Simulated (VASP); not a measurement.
# CO2: cell size against the level of theory

Aim: relax CO2 with several functionals and dispersion schemes, and compare the cells. The levels: LDA, PBEsol, r2SCAN, r2SCAN + rVV10, SCAN, PBEsol + D3(BJ) and optB86b-vdW. LASPH is on for some levels and off for others; the table marks which. The start is a computed cell from the Materials Project.

Calculated with VASP 6.6.1; LDA; plane waves and PAW (C, O), in the first sound run; inputs show where later runs differ.

This is a report of a sequence of runs, with most program output left out.

## 1. The starting structure

Before any relaxation, the start is as follows. Symmetry: I-42d, No. 122, tetragonal system. The conventional cell has a = 3.949 Å, b = 3.949 Å, c = 6.028 Å, α = 90.00°, β = 90.00°, γ = 90.00°. Nearest to C lie 4 O at 1.40 Å. Nearest to O lie 2 C at 1.40 Å. Farther neighbours and most contacts between anions are not listed.

## 2. Relaxation with LDA

Properties are meant for the cell that this level of theory prefers, so cell and atoms are relaxed first (ISIF = 3) until forces and stress are small; EDIFFG sets the threshold. LDA, the lowest rung, knows the local density alone.

Contents of INCAR:

```
SYSTEM = CO2
PREC = Accurate
ENCUT = 560
EDIFF = 1E-06
NELM = 100
ISMEAR = -1
SIGMA = 0.05
LREAL = .FALSE.
ALGO = Normal
GGA = CA
NBANDS = 22
LORBIT = 11
LWAVE = .FALSE.
LCHARG = .FALSE.
KPAR = 4
IBRION = 2
NSW = 60
ISIF = 3
EDIFFG = -0.01
```

Contents of POSCAR:

```
CO2
1.0
   -1.9747270000      1.9747270000      3.0140580000
    1.9747270000     -1.9747270000      3.0140580000
    1.9747270000      1.9747270000     -3.0140580000
C O
2 4
Direct
    0.7500000000      0.2500000000      0.5000000000
    0.0000000000      0.0000000000      0.0000000000
    0.7097980000      0.1250000000      0.0847980000
    0.0402020000      0.6250000000      0.9152020000
    0.3750000000      0.2902020000      0.4152020000
    0.8750000000      0.9597980000      0.5847980000
```

Contents of KPOINTS:

```
Automatic mesh
0
Gamma
8 8 8
0 0 0
```

The projector-augmented-wave data sets are C and O (PBE family, release 64).

On the command line:

```sh
> mpirun -np 4 vasp_std
```

It took 35 s on 4 MPI ranks of Intel Xeon 6975P-C (Granite Rapids), shared host; peak memory 0.75 GiB; 2.3 min of CPU time.

The gap is read on the k-mesh alone, so it is an upper bound where the band edges lie off the mesh. The PAW data sets were made with PBE, though LDA sets exist; this is a small mismatch. The run keeps the 8 symmetry operations of its start, so it cannot find a distortion of lower symmetry.

The steps of the relaxation:

| step | energy less that of the first step (eV) | largest force (eV/Å) | pressure (GPa) | volume (Å³) |
| --- | --- | --- | --- | --- |
| 1 | 0.0000 | 0.4092 | -11.67 | 47.01 |
| 2 | 0.0748 | 1.3706 | 17.48 | 43.24 |
| 3 | -0.0679 | 0.2677 | -1.05 | 45.41 |
| 4 | -0.0679 | 0.2819 | -0.81 | 45.38 |
| 5 | -0.0803 | 0.1448 | -0.34 | 44.94 |
| 6 | -0.0838 | 0.0300 | 0.00 | 44.58 |
| 7 | -0.0838 | 0.0218 | -0.01 | 44.55 |
| 8 | -0.0838 | 0.0161 | 0.00 | 44.54 |
| 9 | -0.0842 | 0.0027 | -0.12 | 44.52 |
| 10 | -0.0847 | 0.0321 | -0.46 | 44.48 |
| 11 | -0.0848 | 0.0034 | 0.10 | 44.40 |

| conventional cell, symmetrised | before | after | change |
| --- | --- | --- | --- |
| a (Å) | 3.949 | 3.877 | -1.8 % |
| b (Å) | 3.949 | 3.877 | -1.8 % |
| c (Å) | 6.028 | 5.909 | -2.0 % |
| volume (Å³/atom) | 7.84 | 7.40 | -5.6 % |

The atoms that moved most (Å, as changes of fractional coordinates times the final cell):

| atom | dx | dy | dz | length |
| --- | --- | --- | --- | --- |
| O6 | -0.017 | 0.000 | 0.000 | 0.017 |
| O3 | 0.000 | -0.017 | 0.000 | 0.017 |
| O4 | 0.000 | 0.017 | 0.000 | 0.017 |
| O5 | 0.017 | 0.000 | 0.000 | 0.017 |

The relaxed structure:

```xyz
6
Lattice="-1.9384 1.9384 2.9544 1.9384 -1.9384 2.9544 1.9384 1.9384 -2.9544" Properties=species:S:1:pos:R:3 pbc="T T T"
C     0.0000    1.9384    1.4772
C     0.0000    0.0000    0.0000
O    -0.9692    1.2810    2.2158
O     2.9076    0.6574   -0.7386
O     0.6574    0.9692    0.7386
O     1.2810    0.9692    3.6930
```

Numbers from this step:

```yaml
electrons: 32
bands: 22
irreducible_k_points: 59
symmetry_operations: 8
free_energy_toten: -49.27 eV
fermi_energy: 3.585 eV
pressure: 0.09588 GPa
metallic: no
valence_top_at_k: 0.5, 0, 0
conduction_bottom_at_k: 0, 0, 0
least_direct_gap_at_k: 0, 0, 0
scf_cycles_over_all_ionic_steps: 69
gap_on_the_k_mesh: 7.494 eV
least_direct_gap_on_the_k_mesh: 7.967 eV
```

It ends with a largest force of 0.003 eV/Å and a pressure of 0.10 GPa. The conventional cell has a = 3.877 and c = 5.909 Å.

## 3. Relaxation with PBEsol

This step: PBEsol; plane waves and PAW (C, O) (VASP 6.6.1).

PBEsol restores the gradient expansion of exchange and is tuned for the cells of solids.

INCAR: that of step 2 with these lines changed.

```diff
@@ -9,3 +9,3 @@
 ALGO = Normal
-GGA = CA
+GGA = PS
 NBANDS = 22
```

POSCAR is that of step 2.

KPOINTS is that of step 2.

On the command line:

```sh
> mpirun -np 4 vasp_std
```

The job ended after 20 s (4 MPI ranks; peak memory 0.8 GiB).

The PAW data sets were made with PBE, which is usual practice but a small mismatch for other functionals.

Relaxation path:

| step | energy less that of the first step (eV) | largest force (eV/Å) | pressure (GPa) | volume (Å³) |
| --- | --- | --- | --- | --- |
| 1 | 0.0000 | 0.1290 | -5.20 | 47.01 |
| 2 | 0.0056 | 0.5350 | 6.05 | 45.30 |
| 3 | -0.0143 | 0.1674 | -0.26 | 46.22 |
| 4 | -0.0190 | 0.0700 | -0.15 | 45.96 |
| 5 | -0.0199 | 0.0016 | -0.04 | 45.79 |

| conventional cell, symmetrised | before | after | change |
| --- | --- | --- | --- |
| a (Å) | 3.949 | 3.928 | -0.6 % |
| b (Å) | 3.949 | 3.928 | -0.6 % |
| c (Å) | 6.028 | 5.936 | -1.5 % |
| volume (Å³/atom) | 7.84 | 7.63 | -2.6 % |

The relaxed structure:

```cif
data_structure
_symmetry_space_group_name_H-M 'P 1'
_symmetry_Int_Tables_number 1
_cell_length_a 4.0648
_cell_length_b 4.0648
_cell_length_c 4.0648
_cell_angle_alpha 122.220
_cell_angle_beta 122.220
_cell_angle_gamma 86.195
_cell_volume 45.79
loop_
_atom_site_label
_atom_site_type_symbol
_atom_site_fract_x
_atom_site_fract_y
_atom_site_fract_z
_atom_site_occupancy
C1 C 0.75000 0.25000 0.50000 1
C2 C 0.00000 0.00000 0.00000 1
O3 O 0.70771 0.12500 0.08271 1
O4 O 0.04229 0.62500 0.91729 1
O5 O 0.37500 0.29229 0.41729 1
O6 O 0.87500 0.95771 0.58271 1
```

This step gave:

```yaml
free_energy_toten: -46.09 eV
fermi_energy: 3.406 eV
pressure: -0.04260 GPa
scf_cycles_over_all_ionic_steps: 41
gap_on_the_k_mesh: 7.539 eV
least_direct_gap_on_the_k_mesh: 7.985 eV
```

It ends at 7.631 Å³/atom, -2.6 % from the start, with -0.04 GPa left. The conventional cell has a = 3.928 and c = 5.936 Å.

## 4. Relaxation with r2SCAN

This step: r2SCAN; plane waves and PAW (C, O) (VASP 6.6.1).

r2SCAN adds the kinetic-energy density, costs more than a GGA and is run with LASPH.

INCAR: that of step 3 with these lines changed.

```diff
@@ -9,3 +9,4 @@
 ALGO = Normal
-GGA = PS
+METAGGA = R2SCAN
+LASPH = .TRUE.
 NBANDS = 22
```

POSCAR is that of step 3.

KPOINTS is that of step 3.

On the command line:

```sh
> mpirun -np 4 vasp_std
```

Wall time 73 s (4 MPI ranks); peak memory 0.85 GiB; 4.8 min of CPU time.

Relaxation path:

| step | energy less that of the first step (eV) | largest force (eV/Å) | pressure (GPa) | volume (Å³) |
| --- | --- | --- | --- | --- |
| 1 | 0.0000 | 0.1504 | -6.09 | 47.01 |
| 2 | 0.0105 | 0.6438 | 7.48 | 45.02 |
| 3 | -0.0189 | 0.1925 | -0.36 | 46.11 |
| 4 | -0.0246 | 0.0751 | -0.18 | 45.81 |
| 5 | -0.0254 | 0.0052 | -0.08 | 45.64 |

| conventional cell, symmetrised | before | after | change |
| --- | --- | --- | --- |
| a (Å) | 3.949 | 3.922 | -0.7 % |
| b (Å) | 3.949 | 3.922 | -0.7 % |
| c (Å) | 6.028 | 5.933 | -1.6 % |
| volume (Å³/atom) | 7.84 | 7.61 | -2.9 % |

Final coordinates:

```
C O
1.0
    -1.96119    1.96119    2.96670
     1.96119   -1.96119    2.96670
     1.96119    1.96119   -2.96670
C O
2 4
Direct
  0.75000 0.25000 0.50000
  0.00000 0.00000 0.00000
  0.70756 0.12500 0.08256
  0.04244 0.62500 0.91744
  0.37500 0.29244 0.41744
  0.87500 0.95756 0.58256
```

It ends at 7.607 Å³/atom, -2.9 % from the start, with -0.08 GPa left. The conventional cell has a = 3.922 and c = 5.933 Å.

## 5. Relaxation with r2SCAN + rVV10

This step: r2SCAN with rVV10; plane waves and PAW (C, O) (VASP 6.6.1).

LUSE_VDW switches on a nonlocal correlation term for dispersion.

INCAR: that of step 4 with these lines changed.

```diff
@@ -10,2 +10,6 @@
 METAGGA = R2SCAN
+LUSE_VDW = .TRUE.
+IVDW_NL = 2
+BPARAM = 11.95
+CPARAM = 0.0093
 LASPH = .TRUE.
```

POSCAR is that of step 4.

KPOINTS is that of step 4.

On the command line:

```sh
> mpirun -np 4 vasp_std
```

The job ended after 5.1 min (4 MPI ranks; peak memory 1.4 GiB).

Step by step:

| step | energy less that of the first step (eV) | largest force (eV/Å) | pressure (GPa) | volume (Å³) |
| --- | --- | --- | --- | --- |
| 1 | 0.0000 | 0.0937 | -7.29 | 47.01 |
| 2 | 0.0061 | 0.7704 | 8.31 | 44.63 |
| 3 | -0.0278 | 0.3033 | -0.29 | 45.86 |
| 4 | -0.0399 | 0.1123 | -0.18 | 45.41 |
| 5 | -0.0414 | 0.0103 | -0.11 | 45.18 |
| 6 | -0.0414 | 0.0164 | -0.11 | 45.20 |
| 7 | -0.0418 | 0.0161 | -0.02 | 45.15 |
| 8 | -0.0424 | 0.0155 | 0.24 | 45.02 |
| 9 | -0.0422 | 0.0515 | -0.70 | 45.12 |
| 10 | -0.0424 | 0.0012 | 0.00 | 45.05 |

| conventional cell, symmetrised | before | after | change |
| --- | --- | --- | --- |
| a (Å) | 3.949 | 3.895 | -1.4 % |
| b (Å) | 3.949 | 3.895 | -1.4 % |
| c (Å) | 6.028 | 5.939 | -1.5 % |
| volume (Å³/atom) | 7.84 | 7.51 | -4.2 % |

The atoms that moved most (Å, as changes of fractional coordinates times the final cell):

| atom | dx | dy | dz | length |
| --- | --- | --- | --- | --- |
| O6 | -0.021 | 0.000 | 0.000 | 0.021 |
| O4 | 0.000 | 0.021 | 0.000 | 0.021 |
| O3 | 0.000 | -0.021 | 0.000 | 0.021 |
| O5 | 0.021 | 0.000 | 0.000 | 0.021 |

Final coordinates:

```xyz
6
Lattice="-1.9474 1.9474 2.9696 1.9474 -1.9474 2.9696 1.9474 1.9474 -2.9696" Properties=species:S:1:pos:R:3 pbc="T T T"
C     0.0000    1.9474    1.4848
C     0.0000    0.0000    0.0000
O    -0.9737    1.2831    2.2272
O     2.9210    0.6643   -0.7424
O     0.6643    0.9737    0.7424
O     1.2831    0.9737    3.7121
```

It ends at 7.508 Å³/atom, -4.2 % from the start, with 0.00 GPa left. The conventional cell has a = 3.895 and c = 5.939 Å. Against plain r2SCAN, the dispersion term moves a by -0.7 % and c by +0.1 %.

## 6. Relaxation with SCAN

This step: SCAN; plane waves and PAW (C, O) (VASP 6.6.1).

SCAN adds the kinetic-energy density; it is numerically more delicate than r2SCAN.

INCAR: that of step 5 with these lines changed.

```diff
@@ -9,7 +9,3 @@
 ALGO = Normal
-METAGGA = R2SCAN
-LUSE_VDW = .TRUE.
-IVDW_NL = 2
-BPARAM = 11.95
-CPARAM = 0.0093
+METAGGA = SCAN
 LASPH = .TRUE.
```

POSCAR is that of step 5.

KPOINTS is that of step 5.

On the command line:

```sh
> mpirun -np 4 vasp_std
```

Run time: 2.4 min. Hardware: 4 MPI ranks; peak memory 0.89 GiB.

It ends at 7.542 Å³/atom, -3.7 % from the start, with -0.06 GPa left. The conventional cell has a = 3.907 and c = 5.928 Å.

## 7. Relaxation with PBEsol + D3(BJ)

This step: PBEsol with D3(BJ); plane waves and PAW (C, O) (VASP 6.6.1).

A dispersion term adds the long-range attraction that semilocal functionals lack. D3 with Becke-Johnson damping keeps a finite attraction at short range.

INCAR: that of step 6 with these lines changed.

```diff
@@ -9,4 +9,4 @@
 ALGO = Normal
-METAGGA = SCAN
-LASPH = .TRUE.
+GGA = PS
+IVDW = 12
 NBANDS = 22
```

POSCAR is that of step 6.

KPOINTS is that of step 6.

On the command line:

```sh
> mpirun -np 4 vasp_std
```

Wall time 32 s (4 MPI ranks); peak memory 0.9 GiB; 2.1 min of CPU time.

It ends at 7.544 Å³/atom, -3.7 % from the start, with 0.01 GPa left. The conventional cell has a = 3.906 and c = 5.934 Å. Against plain PBEsol, the dispersion term moves a by -0.6 % and c by -0.0 %.

## 8. Relaxation with optB86b-vdW

This step: optB86b-vdW; plane waves and PAW (C, O) (VASP 6.6.1).

optB86b-vdW pairs nonlocal correlation with a less repulsive exchange of B86b form.

INCAR: that of step 7 with these lines changed.

```diff
@@ -9,4 +9,8 @@
 ALGO = Normal
-GGA = PS
-IVDW = 12
+GGA = MK
+AGGAC = 0
+LUSE_VDW = .TRUE.
+PARAM1 = 0.1234
+PARAM2 = 1
+LASPH = .TRUE.
 NBANDS = 22
```

POSCAR is that of step 7.

KPOINTS is that of step 7.

On the command line:

```sh
> mpirun -np 4 vasp_std
```

Wall time 3 min (4 MPI ranks); peak memory 1.7 GiB.

It ends at 7.644 Å³/atom, -2.4 % from the start, with -0.01 GPa left. The conventional cell has a = 3.917 and c = 5.978 Å.

## 9. The cells as a table

This step: relaxed cells at several levels; plane waves and PAW (VASP 6.6.1).

No new run; the numbers come from the runs before.

Lengths are those of the conventional cell; cost is the wall time of each run, as given at its step, times its ranks, without the set-up around it; LASPH differs between rows, which moves results and costs too. Results by level, by row:

| level | volume (Å³/atom) | change from the start (%) | a (Å) | c (Å) | cost (core minutes) | LASPH |
| --- | --- | --- | --- | --- | --- | --- |
| LDA | 7.4 | -5.6 | 3.877 | 5.909 | 2.33 | off |
| PBEsol | 7.63 | -2.6 | 3.928 | 5.936 | 1.33 | off |
| r2SCAN | 7.61 | -2.9 | 3.922 | 5.933 | 4.87 | on |
| r2SCAN + rVV10 | 7.51 | -4.2 | 3.895 | 5.939 | 20.3 | on |
| SCAN | 7.54 | -3.7 | 3.907 | 5.928 | 9.67 | on |
| PBEsol + D3(BJ) | 7.54 | -3.7 | 3.906 | 5.934 | 2.13 | off |
| optB86b-vdW | 7.64 | -2.4 | 3.917 | 5.978 | 11.9 | on |

## 10. Outcome

| Quantity | Value |
| --- | --- |
| volume, LDA | 7.401 Å³/atom |
| volume, PBEsol | 7.631 Å³/atom |
| volume, r2SCAN | 7.607 Å³/atom |
| volume, r2SCAN + rVV10 | 7.508 Å³/atom |
| volume, SCAN | 7.542 Å³/atom |
| volume, PBEsol + D3(BJ) | 7.544 Å³/atom |
| volume, optB86b-vdW | 7.644 Å³/atom |

**Reading.** For CO2 the levels give volumes between 7.401 Å³/atom (LDA) and 7.644 Å³/atom (optB86b-vdW), a spread of 3.3 %, while the cost of the finished runs spans a factor of 15. The costs hold the number of ionic steps as well as the price of the functional. Adding rVV10 to r2SCAN changes the volume by -1.3 % (a by -0.7 % and c by +0.1 %). Adding D3(BJ) to PBEsol changes the volume by -1.1 % (a by -0.6 % and c by -0.0 %). Within 0.02 Å all end in space group I-42d; the runs can't lower the symmetry of the start. LASPH is on for some levels and off for others, so differences between them are not the functional's alone. Each is a single relaxation on the plane waves of the start cell, so larger changes of volume carry a basis-set error that was not tested here. Zero-point and thermal expansion are not included.

[Lines on the potential files, build, host, timing and source positions are cut from VASP's logs without a mark.]

[Logs are printed without paths, hosts, clocks, repeated set-up lines and the standing remarks that a program may print on its own settings, such as how far it seeks lower states.]

[Hosts, paths, dates, database ids (printed as entryN), source tags and the programs' standing remarks are cut or masked in the printed files.]

[A measured line is paired with the nearest computed mode of its activity, which favours agreement.]
